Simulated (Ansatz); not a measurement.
**Relaxing CaO (rocksalt structure)**

**What was measured.** A printed reference work, textbook reports, for a bulk crystal of CaO: lattice constant a 4.8105 Å.

The computed numbers are results of PBE, scalar-relativistic (no spin polarisation) in the plane-wave PAW code Ansatz at 420 eV, Γ-centred 12×12×12 mesh, 0.05 eV Gaussian smearing; PAW files: Ansatz's generated set soft_2.

The compound is reported in the structure type of the start.

Starting cell:

```yaml
crystal:
  lattice:
    - [0.00000, 2.45713, 2.45713]
    - [2.45713, 0.00000, 2.45713]
    - [2.45713, 2.45713, 0.00000]
  atoms:
    - { symbol: Ca, position: [0.50000, 0.50000, 0.50000] }
    - { symbol: O, position: [0.00000, 0.00000, 0.00000] }
```

The first steps of the search for zero pressure:

| run | level | k-mesh | kind | V (Å³/atom) | P (GPa) | gap on the mesh (eV) |
| --- | --- | --- | --- | --- | --- | --- |
| 1 | PBE | 12×12×12 | fixed cell | 14.83 | -4.8 | 3.66 |

Question: At which volume does PBE reach zero pressure?

Answer: 14.09 Å³/atom, about 5.0 % under the start.

The steps that followed:

| run | level | k-mesh | kind | V (Å³/atom) | P (GPa) | E − E(final) (meV/atom) | gap on the mesh (eV) |
| --- | --- | --- | --- | --- | --- | --- | --- |
| 2 | PBE | 12×12×12 | fixed cell | 14.36 | -1.9 | 1.6 | 3.66 |
| 3 | PBE | 12×12×12 | fixed cell | 14.09 | 0.0 | 0.0 | 3.66 |

Cell and atoms are those of this level's equilibrium.

The final structure (symmetry read at 0.01 Å). The structure is cubic, space group Fm-3m (No. 225). The conventional cell has a = 4.831 Å, b = 4.831 Å, c = 4.831 Å, α = 90.00°, β = 90.00°, γ = 90.00°. Ca (site symmetry m-3m) has 6 O at 2.42 Å as nearest neighbours. Around O (site symmetry m-3m) lie 6 Ca at 2.42 Å. (Shells end 15 % past the nearest neighbour.)

```tsv
atom	site	symmetry	x	y	z
Ca	4b	m-3m	0.5000	0.0000	0.0000
O	4a	m-3m	0.0000	0.0000	0.0000
```

At the final geometry the gap, band path included, is 3.66 eV. The equation of state gives B0 = 105 GPa and B0′ = 4.3. The elastic tensor is positive definite (smallest eigenvalue 76 GPa). Against the elements' standard states, run alike and uncorrected, the formation energy is -2.95 eV/atom. 

**Why it comes out so.**

Formal charges Ca²⁺, O²⁻ balance and leave closed shells on every ion, so a band insulator is expected, and the gap is 3.66 eV.

Bader charges against formal ones: Ca +1.48 (+2), O −1.48 (−2). The cations give up 74 % of the formal charge; Bader charges stay under formal ones because the anions' density reaches into the cations' basins.

**Against experiment.** Against the measured lattice constant a of CaO, 4.8105 Å (a printed reference work, textbook), the calculated 4.831 Å is off by +0.4 %. The calculation is for a static lattice, without zero-point motion or thermal expansion.

Kohn–Sham gaps of semilocal functionals lie under measured ones, often by a third or more.
